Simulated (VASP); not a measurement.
# Tc (P6_3/mmc) in VASP: reference runs

How does Tc come out in PBE? The cell is run as given and disturbed.

Program: VASP 6.6.1. These are calculated values, not measurements. Logs are shortened: lines on timing, memory, paths and dates and some standing lists are left out, and cuts for length are marked.

## (1) The crystal as given

It takes space group P6_3/mmc (No. 194, hexagonal). Conventional cell: a = 2.740 Å, b = 2.740 Å, c = 4.398 Å, α = 90.00°, β = 90.00°, γ = 120.00°. Tc (site symmetry -6m2) has 12 Tc at 2.71 to 2.74 Å as nearest neighbours.

## (2) Single point, PBE

The input, INCAR:

```
PREC = Accurate
ENCUT = 520
EDIFF = 1E-7
ISMEAR = -1
SIGMA = 0.05
LREAL = F
LASPH = T
NELM = 100
ALGO = Normal
ISIF = 2
LWAVE = F
LCHARG = F
GGA = PE
NBANDS = 20
```

The input, KPOINTS:

```
Automatic mesh
0
Gamma
  11 11 6
```

The input, POSCAR:

```
Tc
1.0
    2.7400000000      0.0000000000      0.0000000000
   -1.3700000000      2.3729096064      0.0000000000
    0.0000000000      0.0000000000      4.3980000000
Tc
2
Direct
    0.6666666667      0.3333333333      0.7500000000
    0.3333333333      0.6666666667      0.2500000000
```

Potentials or basis: VASP PAW PBE potentials, release 64 (Tc_pv).

Started as:

```
> cat potpaw_PBE.64/Tc_pv/POTCAR > POTCAR
> mpirun -np 1 vasp_std > vasp.out
```

OUTCAR:

```text
PREC = Accurate
   ENCUT = 520
   EDIFF = 1E-7
   ISMEAR = -1
   LREAL = F
   LASPH = T
   NELM = 100
   ISIF = 2
   GGA = PE

 ion  position               nearest neighbor table
   1  0.667  0.333  0.750-   2 2.71   2 2.71   2 2.71   2 2.71   2 2.71   2 2.71
   2  0.333  0.667  0.250-   1 2.71   1 2.71   1 2.71   1 2.71   1 2.71   1 2.71

  LATTYP: Found a hexagonal cell.
 ALAT       =     2.7400000000
 C/A-ratio  =     1.6051094891

  Lattice vectors:

 A1 = (   2.7400000000,   0.0000000000,   0.0000000000)
 A2 = (  -1.3700000000,   2.3729096064,   0.0000000000)
 A3 = (   0.0000000000,   0.0000000000,   4.3980000000)

Analysis of symmetry for initial positions (statically):
=====================================================================
 Subroutine PRICEL returns:
 Original cell was already a primitive cell.

 Routine SETGRP: Setting up the symmetry group for a
 hexagonal supercell.

 Subroutine GETGRP returns: Found 24 space group operations
 (whereof 12 operations were pure point group operations)
 out of a pool of 24 trial point group operations.

The static configuration has the point symmetry D_3d.
 The point group associated with its full space group is D_6h.

Analysis of symmetry for dynamics (positions and initial velocities):
=====================================================================
 Subroutine PRICEL returns:
 Original cell was already a primitive cell.

 Routine SETGRP: Setting up the symmetry group for a
 hexagonal supercell.

 Subroutine GETGRP returns: Found 24 space group operations
 (whereof 12 operations were pure point group operations)
 out of a pool of 24 trial point group operations.

The dynamic configuration has the point symmetry D_3d.
 The point group associated with its full space group is D_6h.

 Subroutine INISYM returns: Found 24 space group operations
 (whereof 12 operations are pure point group operations),
 and found     1 'primitive' translations

----------------------------------------------------------------------------------------

                                     Primitive cell

  volume of cell :      28.5948

  direct lattice vectors                    reciprocal lattice vectors
     2.740000000  0.000000000  0.000000000     0.364963504  0.210711777  0.000000000
    -1.370000000  2.372909606  0.000000000     0.000000000  0.421423554  0.000000000
[... 100 lines left out ...]
   NGXF,Y,Z  is equivalent  to a cutoff of  24.27, 24.27, 27.22 a.u.
 SYSTEM =  unknown system
   PREC   = accura    normal or accurate (medium, high low for compatibility)
   ISTART =      0    job   : 0-new  1-cont  2-samecut
   ICHARG =      2    charge: 1-file 2-atom 10-const
   ISPIN  =      1    spin polarized calculation?
   LNONCOLLINEAR =      F non collinear calculations
   LSORBIT =      F    spin-orbit coupling
   LASPH  =      T    aspherical Exc in radial PAW
   ENCUT  =  520.0 eV  38.22 Ry    6.18 a.u.   5.09  5.09  8.18*2*pi/ulx,y,z
   NELM   =    100;   NELMIN=  2; NELMDL= -5     # of ELM steps
   EDIFF  = 0.1E-06   stopping-criterion for ELM
   LREAL  =      F    real-space projection
   EDIFFG = 0.1E-05   stopping-criterion for IOM
   NSW    =      0    number of steps for IOM
   IBRION =     -1    ionic relax: 0-MD 1-quasi-New 2-CG
   NFREE  =      0    steps in history (QN), initial steepest desc. (CG)
   ISIF   =      2    stress and relaxation
   ISYM   =      2    0-nonsym 1-usesym 2-fastsym
   POTIM  = 0.5000    time-step for ionic-motion
   TEBEG  =    0.0;   TEEND  =   0.0 temperature during run
   PSTRESS=    0.0 pullay stress
   NELECT =      26.0000    total number of electrons
   NUPDOWN=      -1.0000    fix difference up-down
   EMIN   =  10.00;   EMAX   =-10.00  energy-range for DOS
   EFERMI =   0.00;   METHOD = LEGACY
   ISMEAR =    -1;   SIGMA  =   0.05  broadening in eV -4-tet -1-fermi 0-gaus
   EFERMI_NEDOS =   21; number of points for ismear=-14 and -15
   IALGO  =     38    algorithm
   IMIX   =      4    mixing-type and parameters
     AMIX     =   0.40;   BMIX     =  1.00
     AMIX_MAG =   1.60;   BMIX_MAG =  1.00
  volume/ion in A,a.u.               =      14.30        96.48
  Fermi-wavevector in a.u.,A,eV,Ry     =   1.586002  2.997108 34.224109  2.515401
  Thomas-Fermi vector in A             =   2.685380
   LORBIT       =      0    0 simple, 1 ext, 2 COOP (PROOUT), +10 PAW based schemes
   GGA     = PE    functional components
   LHFCALC =     F    Hartree Fock is set to
   AEXX    =    0.0000 exact exchange contribution
   IVDW    =     0    specifies the selected vdW correction
   LEPSILON=     F    determine dielectric tensor
   LRPA    =     F    only Hartree local field effects (RPA)
 non-spin polarized calculation
  energy-cutoff  :      520.00
  volume of cell :       28.59
 maximum number of plane-waves:       784
   NGX = 11   NGY = 11   NGZ = 17

 number of electron      25.9999998 magnetization

 Free energy of the ion-electron system (eV)
  ---------------------------------------------------
  ext. energy  EPLUGINS =         0.00000000
  ---------------------------------------------------
  free energy    TOTEN  =       -20.70794994 eV

  energy without entropy =      -20.69087214  energy(sigma->0) =      -20.69941104

 E-fermi :  12.6524     XC(G=0): -13.8027

 val. band max:       12.6413018630   @ k =   0.0909   0.0909   0.0000
 cond. band min:      12.6600589442   @ k =   0.3636   0.2727   0.5000
 fundamental gap:      0.0187570812
 Fermi energy:        12.6524259926

 k-point     1 :       0.0000    0.0000    0.0000
  band No.  band energies     occupation
      1     -26.7844      2.00000
      2     -25.6810      2.00000
      3     -25.6810      2.00000
      4     -25.4953      2.00000
      5     -25.4953      2.00000
      6     -25.4525      2.00000
[... 909 lines left out ...]
     19      26.6924      0.00000
     20      28.5469      0.00000

 [... further k-points ...]
[... 5 lines left out ...]
  --------------------------------------------------------------------------------------
  -------------------------------------------------------------------------------------
  Total        0.4075728      0.4075728      0.3931994      0.0000000      0.0000000     -0.0000000
  in kB       22.8364622     22.8364622     22.0311109      0.0000000      0.0000000     -0.0000000
  external PRESSURE =      22.5680118 kB  Pullay stress =       0.0000000 kB

 VOLUME and BASIS-vectors are now :
 -----------------------------------------------------------------------------
  energy-cutoff  :      520.00
  volume of cell :       28.59
      direct lattice vectors                 reciprocal lattice vectors
     2.740000000  0.000000000  0.000000000     0.364963504  0.210711777  0.000000000
    -1.370000000  2.372909606  0.000000000     0.000000000  0.421423554  0.000000000
     0.000000000  0.000000000  4.398000000     0.000000000  0.000000000  0.227376080

 POSITION                                       TOTAL-FORCE (eV/Angst)
 -----------------------------------------------------------------------------------
      1.37000      0.79097      3.29850        -0.000000      0.000000      0.000000
     -0.00000      1.58194      1.09950         0.000000     -0.000000      0.000000
 -----------------------------------------------------------------------------------
    total drift:                               -0.000000      0.000000     -0.000000

  FREE ENERGIE OF THE ION-ELECTRON SYSTEM (eV)
  ---------------------------------------------------
  free  energy   TOTEN  =       -20.7079499447 eV

  energy  without entropy=      -20.6908721399  energy(sigma->0) =      -20.69941104
```

OSZICAR:

```text
N       E                     dE             d eps       ncg     rms          rms(c)
DAV:   1     0.315074236713E+03    0.31507E+03   -0.16377E+04  2576   0.136E+03
DAV:   2    -0.142458723905E+02   -0.32932E+03   -0.32201E+03  2688   0.412E+02
DAV:   3    -0.221092555510E+02   -0.78634E+01   -0.78045E+01  2936   0.747E+01
DAV:   4    -0.221589619282E+02   -0.49706E-01   -0.49701E-01  2792   0.645E+00
DAV:   5    -0.221594288554E+02   -0.46693E-03   -0.46692E-03  2932   0.613E-01    0.237E+01
DAV:   6    -0.208684048668E+02    0.12910E+01   -0.24335E+00  2796   0.150E+01    0.732E+00
DAV:   7    -0.207173759950E+02    0.15103E+00   -0.41182E-01  2892   0.577E+00    0.904E-01
DAV:   8    -0.207078494791E+02    0.95265E-02   -0.83285E-03  2632   0.868E-01    0.122E-01
DAV:   9    -0.207079534027E+02   -0.10392E-03   -0.16216E-04  3008   0.117E-01    0.177E-02
DAV:  10    -0.207079507735E+02    0.26292E-05   -0.75883E-06  2824   0.232E-02    0.682E-03
DAV:  11    -0.207079504973E+02    0.27619E-06   -0.58163E-07  2916   0.735E-03    0.184E-03
DAV:  12    -0.207079499120E+02    0.58526E-06   -0.53709E-08  1552   0.194E-03    0.184E-04
DAV:  13    -0.207079499447E+02   -0.32716E-07   -0.41249E-09  1416   0.557E-04
   1 F= -.20707950E+02 E0= -.20699411E+02  d E =-.170778E-01
```

It took 20 s on 1 thread of Intel Xeon Platinum 8488C (Sapphire Rapids), shared host; peak memory 0.15 GiB.

What came out:

```yaml
Free_energy: -20.7079 eV
Pressure: 2.3 GPa
Band_gap_on_the_k_mesh: none (metal or under the smearing width)
```

Levels at points of the mesh, in eV from the Fermi level:
| k point | band 10 | band 11 | band 12 | band 13 | band 14 | band 15 | band 16 | band 17 |
| --- | --- | --- | --- | --- | --- | --- | --- | --- |
| (0.00, 0.00, 0.00) | -1.54 | -1.48 | -0.83 | -0.83 | -0.11 | -0.11 | 1.68 | 2.55 |
| (0.00, 0.00, 0.50) | -1.87 | -1.67 | -1.67 | -1.67 | -1.67 | 1.87 | 1.87 | 1.87 |

(Part 1 of 2 ends here.)
